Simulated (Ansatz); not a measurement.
# CoO: equation of state with LDA

CoO:

```xyz
2
Lattice="0.0000 2.1315 2.1315 2.1315 0.0000 2.1315 2.1315 2.1315 0.0000" Properties=species:S:1:pos:R:3 pbc="T T T"
Co    0.0000    0.0000    0.0000
O     2.1315    2.1315    2.1315
```

```yaml
Program: Ansatz 0.2.0
Task: equation of state
Functional: LDA
Potentials_or_basis: all-electron LAPW, scalar-relativistic
Basis_error_allowed: 0.001 eV/atom
k_mesh: 11 × 11 × 11
Occupations: fermi-dirac, width 0.05 eV
Spin: collinear spin, ferromagnetic start
Starting_moments: "[2.0, 0.0] μB"
```

The equilibrium volume is 8.44 Å³/atom (rough: see the caveat). The bulk modulus is 155 GPa (rough).

Energy against volume, from the lowest point:
```
volume (Å³/atom)  energy (meV/atom)
           9.103               0.00
           9.297              15.34
           9.490              33.82
           9.684              55.63
           9.878              80.40
          10.071             107.92
          10.265             138.01
```

All runs of the series together: 92 s on 2 threads of Arm Neoverse V1, with other jobs on the host.

Caveat: the fit is doubtful: noisy points or a state that changes with volume; the minimum lies outside the volumes run.
